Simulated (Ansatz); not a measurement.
# C (R-3m) in Ansatz: notebook, part 2 of 2

Ansatz 0.2.0. The steps go on from the part before.

## Step 11: Band structure, r2SCAN

Input file input.yaml:

```yaml
crystal:
  lattice:
    - [1.2331880975, 0.7119814801, 8.2826151019]
    - [-1.2331880975, 0.7119814801, 8.2826151019]
    - [0.0, -1.4239629601, 8.2826151019]
  atoms:
    - { symbol: C, position: [0.08717308, 0.08717308, 0.08717308] }
    - { symbol: C, position: [0.75385006, 0.75385006, 0.75385006] }
    - { symbol: C, position: [0.24614994, 0.24614994, 0.24614994] }
    - { symbol: C, position: [0.91282692, 0.91282692, 0.91282692] }
hamiltonian:
  xc: r2scan
  pseudopotentials: { kind: paw }
kpoints:
  mp_grid: { grid: [12, 12, 12] }
  band_path:
    path:
      - [[0.0, 0.0, 0.0], [0.5, 0.0, 0.0], [0.5, 0.1715928569, -0.1715928569]]
      - [[0.8284071431, 0.5, 0.1715928569], [0.5, 0.5, 0.5], [0.0, 0.0, 0.0], [0.3357964284, 0.0, -0.3357964284]]
      - [[0.6642035716, 0.3357964284, 0.0], [0.5, 0.5, 0.0], [0.6642035716, 0.6642035716, 0.1715928569], [0.5, 0.5, 0.5]]
      - [[0.5, 0.0, 0.0], [0.8284071431, 0.3357964284, 0.3357964284]]
    npoints: 14
scf:
  occupations: { method: fermi_dirac, width: 0.05 }
  n_extra_bands: 10
output:
  forces: true
  stress: true
  eigenvalues: true
  fatbands: false
```

Potentials or basis: Ansatz PAW.

Run with:

```
$ ansatz run input.yaml --threads 2 --pin off --max-ram 5632MiB --backend cpu --events-out ev --progress --plain --runs-dir out
```

Standard output:

```text
Warning: RAYON_NUM_THREADS=2 ignored (pool sized by the plan → 2); use --threads N
basis.fft_grid_basis auto: the FFT boxes are laid along the combinations [[1, 0, -1], [0, 1, -1], [0, 0, 1]] of the cell's own vectors, 2.466, 2.466 and 8.404 Å long. The dense box has 18×18×64 points. Along the cell's own vectors, as sized, it would have 64×64×64, 12.64 times as many. Of the 12 symmetry operations that the crystal satisfies within crystal.symmetry.tolerance (time reversal apart; of a slab, those that keep its plane) the dense box along the cell's own vectors carries 12, and the one as laid loses 8 of those. basis.fft_grid_basis: typed keeps the cell's own vectors: state it where this run's energies or levels are differenced outside the engine with another run's, or held beside a run that keeps those vectors.
scf.n_extra_bands = 10 over 8 filled bands (N_el = 16.0): the run solves 18 bands
Engine: ansatz 0.2.0, x86_64-unknown-linux-gnu
Pseudopotentials: kind: paw
Pseudopotential: C, paw, valence charge 4, recommended cutoff 500 eV (meta_gga), C.paw.azcp
Functional definition: r2SCAN
  parameter k0 = 0.174
  parameter k1 = 0.065
  parameter a1 = 4.9479
  exchange = r2scan_x(k0 = k0, k1 = k1, a1 = a1)
  correlation = r2scan_c
Crystal: 4 atoms, lattice volume = 43.633 Å³
Basis set: ecut = 500 eV, 1123 PW (Γ), FFT grids on a1−a3, a2−a3, a3, exchange–correlation on 72×72×256 points (64 copies of the dense FFT grid, shifted against one another)
Bands: 18, of which v1, the nominal top of the filled ones, is band 8 counted from 1 (7 counted from 0)
Symmetry: 12 space group operations
Space group: R-3m (ITA 166), of the structure as read, at distance tolerance 3.5e-5 Å
k-points: 189 of 1728
Non-local potential: C, projectors of the file, l = 0: 2, l = 1: 2, l = 2: 1
PAW form: soft (Blöchl's): semilocal exchange-correlation on the pseudo side does not see the compensation charge
PAW frozen core: C, regenerated for the run's functional (the file was generated under x = pbe(κ = 0.804, μ = 0.2195149727645171), c = pbe(β = 0.06672455060314922))
PAW one-centre angular grid: C, 302 points (default); XC on 239 of its mesh's 2573 points in the sphere
Initial density: superposition of atomic densities (neutral atoms: chi_scale 0, normalization atom), corrected by the library's trained network
Initial wavefunctions: pseudopotential atomic-orbital guess
Functional: x = r2scan, c = r2scan; τ floored in thin density (d = 2e-4 eV/Å³)
SCF iter   1: F=—  HF=-1006.550426 eV  |F-HF|=—  |Δ(HF+E_count)|=         —  Δρ=7.66e-3  dr2=7.86e-3  dr2_τ=8.02e-1  ethr=1.77e-3  ⟨swp⟩=6.7  Hψ=17273  notcnv=0  defer=181
preconditioner: auto → LDOS  [insulator: Δε(μ)=0.195 eV  Ē_g=20.142 eV  σ=0.050 eV  W_gap=0.75  n_scr=6 (ndim 8)  ℏωp=22.5 eV  f_vac=0.205  D(μ)=0.16/eV (n_scr^D=2)  ε∞_Penn≈2.2  β→1.0]
SCF iter   2: F=—  HF=-1006.627195 eV  |F-HF|=—  |Δ(HF+E_count)|=   7.68e-2  Δρ=1.26e-3  dr2=6.43e-4  dr2_τ=3.43e-5  ethr=4.91e-5  ⟨swp⟩=2.0  Hψ=7706  notcnv=0  defer=610
SCF iter   3: F=—  HF=-1006.627240 eV  |F-HF|=—  |Δ(HF+E_count)|=   4.54e-5  Δρ=5.53e-4  dr2=5.26e-4  dr2_τ=9.38e-6  ethr=4.02e-6  ⟨swp⟩=2.0  Hψ=4135  notcnv=0  defer=610
SCF iter   4: F=—  HF=-1006.627092 eV  |F-HF|=—  |Δ(HF+E_count)|=   1.48e-4  Δρ=1.36e-4  dr2=2.95e-5  dr2_τ=8.32e-7  ethr=3.29e-6  ⟨swp⟩=2.1  Hψ=3652  notcnv=0  defer=610
SCF iter   5: F=—  HF=-1006.627085 eV  |F-HF|=—  |Δ(HF+E_count)|=   7.34e-6  Δρ=2.67e-5  dr2=3.29e-7  dr2_τ=1.67e-8  ethr=1.84e-7  ⟨swp⟩=2.4  Hψ=3655  notcnv=0  defer=610
SCF iter   6: F=-1006.627085 eV  HF=-1006.627085 eV  |F-HF|=1.75e-9  |Δ(HF+E_count)|=   1.79e-7  Δρ=4.48e-6  dr2=4.63e-9  dr2_τ=8.67e-10  ethr=6.25e-10  ⟨swp⟩=9.9  Hψ=17470  notcnv=0
SCF 1 converged in 6 iterations: F = -1006.627085 eV  dr2 = 4.63e-9
NSCF: frozen V_eff on 130 k-points
SCF converged after 6 iterations
Free energy (F): -1006.627085 eV
Harris-Foulkes:  -1006.627085 eV  (|F-HF|=1.75e-9)
Internal energy: -1006.625588 eV  (E = F + TS)
E sigma→0 (E₀):  -1006.626337 eV
Entropy (-TS):   -0.001497 eV (-0.374 meV/atom)
Fermi energy:    4.821986 eV
--- Per-component energies (eV) ---
  E_band       = -78.680948
  E_kinetic    = 361.803740
  E_local      = -869.699285  (includes V_loc(G=0)·N_el)
  E_nonlocal   = 107.407641
  E_hartree    = 297.429625
  E_xc         = -188.298861
  E_vxc        = -260.971511  (∫ρ·V_xc dr)
  E_paw        = -403.364789  (= ΣΔE_a)
  E_vpaw       = -26.829466  (= ΣTr[D̂ρ^β])
  E_aug_tail   = 0.000021  (compensation charges beyond the density's cutoff)
  E_vtau       = 14.747649  (kinetic-family band-sum trace: ∫τ·v_τ [+ j·A + Jᵃ·Aᵃ] dr)
  E_ewald      = -311.804584
  E_core_change = -0.099095  (= ΣΔE_core)
  E_smearing   = -0.001497  (= −TS)
  E_closure    = 0.000000  (closes the sum)
  Σ components = -1006.627085   (vs F -1006.627085, Δ=0.00e0)
--- Forces (eV/Å), atoms counted from 1 ---
  atom   1  C      0.00000000     0.00000000     0.00504307
  atom   2  C     -0.00000000    -0.00000000    -0.00352670
  atom   3  C      0.00000000     0.00000000     0.00352670
  atom   4  C     -0.00000000    -0.00000000    -0.00504307
  max |Σ_I F_I| component: 8.67e-19 eV/Å
--- Stress (GPa, compression-positive) ---
       -4.221745      -0.000000      -0.000000
       -0.000000      -4.221745       0.000000
       -0.000000       0.000000      -0.770756
  P = ⅓ Tr σ = -3.0714 GPa (-30.714 kbar)
--- Band table (eV; the first three rows and the last of 189) ---
  k-point 0: bands = ["-15.9690", "-15.9174", "-3.5447", "-2.9165", "1.5556", "1.5556", "1.5582", "1.5582", "8.0316", "11.8258", "13.4773", "13.4773", "13.4870", "13.4870", "16.2601", "17.1375", "17.1837", "17.7041"]
  k-point 1: bands = ["-15.7956", "-15.7448", "-3.3351", "-2.7135", "0.8557", "0.8596", "1.1982", "1.2010", "8.2552", "12.0106", "13.5505", "13.5537", "14.2103", "14.2199", "16.4954", "16.5123", "16.5683", "18.0396"]
  k-point 2: bands = ["-15.2773", "-15.2287", "-2.7117", "-2.1103", "-0.8976", "-0.8903", "0.3619", "0.3650", "8.9262", "12.5492", "13.4780", "13.4921", "14.8404", "14.9295", "16.1532", "16.1624", "17.1662", "19.1023"]
  k-point 188: bands = ["-15.9545", "-15.9323", "-3.3381", "-3.1521", "1.5551", "1.5551", "1.5586", "1.5586", "9.2730", "9.7084", "13.4752", "13.4752", "13.4892", "13.4892", "17.1273", "17.1960", "17.6923", "17.7557"]
```

Run time: 9.2 s. Hardware: 2 threads of Intel Xeon Platinum 8259CL at 2.50GHz (Skylake/Cascade Lake), shared host; peak memory 0.57 GiB.

Results:

* Free energy: -1006.6271 eV
* Pressure: -3.1 GPa
* Largest force: 0.005 eV/Å
* Band gap on the k mesh: 0.20 eV, direct
* Band gap along the path: 0.07 eV, indirect (least direct gap 0.08 eV)

Forces in eV/Å, atoms in the order of the input:
```
C    0.000  0.000  0.005
C    0.000  0.000 -0.004
C    0.000  0.000  0.004
C    0.000  0.000 -0.005
```

Levels at the corners of the path, in eV from the valence-band top:
```csv
point,band 4,band 5,band 6,band 7,band 8,band 9,band 10,band 11,band 12,band 13
Γ,-7.68,-3.21,-3.21,-3.20,-3.20,3.27,7.06,8.72,8.72,8.73
L,-13.96,-6.77,-6.77,-2.62,-2.28,1.61,2.11,7.67,7.70,11.12
B1,-13.32,-11.03,-11.02,-0.18,-0.01,0.07,0.37,10.35,11.58,12.99
B,-13.32,-11.03,-11.02,-0.18,-0.01,0.07,0.37,10.35,11.58,12.99
Z,-7.91,-3.21,-3.21,-3.20,-3.20,4.51,4.95,8.71,8.71,8.73
Γ,-7.68,-3.21,-3.21,-3.20,-3.20,3.27,7.06,8.72,8.72,8.73
X,-13.38,-11.04,-11.03,-0.11,-0.03,0.09,0.29,10.35,11.59,12.86
Q,-13.38,-11.04,-11.03,-0.11,-0.03,0.09,0.29,10.35,11.59,12.86
F,-13.96,-6.77,-6.77,-2.55,-2.35,1.70,1.99,7.65,7.73,11.50
P1,-13.94,-6.77,-6.76,-2.58,-2.35,1.68,2.04,7.65,7.72,11.40
Z,-7.91,-3.21,-3.21,-3.20,-3.20,4.51,4.95,8.71,8.71,8.73
L,-13.96,-6.77,-6.77,-2.62,-2.28,1.61,2.11,7.67,7.70,11.12
P,-13.94,-6.77,-6.76,-2.58,-2.35,1.68,2.04,7.65,7.72,11.40
```

Caveat: the k mesh misses the band edges, so the gap on the mesh is wider than the one along the path; the PAW data sets come from PBE, with cores solved anew for the run's functional, which leaves a small shift of forces and pressure. r2SCAN opens gaps a little over a GGA but as a rule still falls short of measured ones.

## Step 12: Summary

```tsv
task	level	cutoff (eV)	points for each segment of the path	gap on the mesh (eV)	pressure (GPa)	largest force (eV/Å)
band structure	LDA	420	14	0.19	-6.1	0.01
equation of state	LDA	420	-	-	-	-
band structure	r2SCAN	500	14	0.20	-3.1	0.01
```

Alike in all rows: potentials or basis Ansatz PAW; no spin polarisation; cell as given; k mesh 12 × 12 × 12; smearing fermi-dirac 0.05 eV.

Caveats: the k mesh misses the band edges, so the gap on the mesh is wider than the one along the path (some runs); the PAW data sets come from PBE, with cores solved anew for the run's functional, which leaves a small shift of forces and pressure (some runs).

Absolute energies hang on the potentials; compare differences alone.
